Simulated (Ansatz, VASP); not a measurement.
## One calculation of Cu, two programs

```
Cu
1.0
    -1.42752    1.42752    1.34115
     1.42752   -1.42752    1.34115
     1.42752    1.42752   -1.34115
Cu
1
Cartesian
  0.0000 0.0000 0.0000
```

Alike in both runs: functional LDA; k mesh 20 × 20 × 20; occupations gaussian, width 0.1 eV; no spin polarisation.

Ansatz relaxed the structure, and its values are those at the end. VASP's run is a single point on that final structure, the one shown.

|  | VASP | Ansatz |
| --- | --- | --- |
| version | VASP 6.6.1 | Ansatz 0.2.0 |
| potentials or method | VASP PAW LDA potentials, release 64 (Cu) | scalar-relativistic, plane waves, PAW |
| plane-wave cutoff (eV) | 520 | 420 |
| valence electrons in the cell | 11 | 19 |

VASP gave:

| Quantity | Value |
| --- | --- |
| gap on the k mesh at the Fermi level (eV) | none |
| pressure (GPa) | 1.4 |

Q: Estimate Ansatz's values.

A: gap on the k mesh at the Fermi level (eV): none; pressure (GPa): 0.0.

A gap of «none» marks a metal or a gap that the smearing closes. The two sets of potentials don't hold the same shells in valence.
